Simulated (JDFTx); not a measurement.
## Ga in JDFTx: convergence with k mesh

Input of the first run (k mesh 2 × 2 × 2); the others differ in this setting and in those tied to it:

Contents of Ga.in:

```
include Ga.lattice
coords-type Lattice
include Ga.ionpos

ion-species pseudo/Ga.upf
elec-cutoff 40
elec-ex-corr gga-PBE
kpoint-folding 2 2 2
elec-smearing MP1 0.0018374661
elec-n-bands 12
electronic-SCF nIterations 100 energyDiffThreshold 1e-09
electronic-minimize nIterations 30 energyDiffThreshold 1e-7
converge-empty-states yes
forces-output-coords Cartesian

dump-name run.$VAR
dump End Ecomponents EigStats BandEigs Kpoints Forces Stress
```

File Ga.lattice:

```
lattice \
   -2.6161344273     2.6161344273     2.6161344273 \
    2.6161344273    -2.6161344273     2.6161344273 \
    4.3675800637     4.3675800637    -4.3675800637
```

Contents of Ga.ionpos:

```
ion Ga     0.0000000000     0.0000000000     0.0000000000 1
```

Potentials or basis: PseudoDojo-SR-PBE-0.5-standard.

Run with:

```console
$ jdftx -c 1 -i Ga.in -o Ga.out
```

This isn't the form of Ga at room conditions, which is orthorhombic.

Hardware: 1 thread of Intel(R) Xeon(R) Platinum 8488C (Sapphire Rapids) (shared host).

| k mesh | energy less the tightest run, at zero smearing (meV/atom) | pressure (GPa) | SCF cycles | CPU time (s) | peak memory (GiB) |
| --- | --- | --- | --- | --- | --- |
| 2 × 2 × 2 | -781.63 | -8.80 | 9 | 3.1 | 0.05 |
| 4 × 4 × 4 | 178.63 | 6.43 | 10 | 7.2 | 0.05 |
| 5 × 5 × 5 | 2.19 | 5.14 | 10 | 9.6 | 0.05 |
| 6 × 6 × 6 | -20.14 | 4.24 | 10 | 15 | 0.06 |
| 8 × 8 × 8 | -28.34 | 3.79 | 11 | 30 | 0.08 |
| 10 × 10 × 10 | 5.38 | 3.91 | 11 | 50 | 0.11 |
| 13 × 13 × 13 | -4.80 | 3.46 | 11 | 95 | 0.17 |
| 16 × 16 × 16 | 0.00 | 3.97 | 11 | 170 | 0.28 |

Not settled before the last step: the energy (to 1 meV/atom), the pressure (to 0.1 GPa). Meshes of other sizes hit other points, so gaps and Fermi surfaces needn't settle smoothly. The tightest run that finished is the yardstick and may itself not be fully converged.

Caveat, for the tightest run too: the empty levels aren't tightly converged.
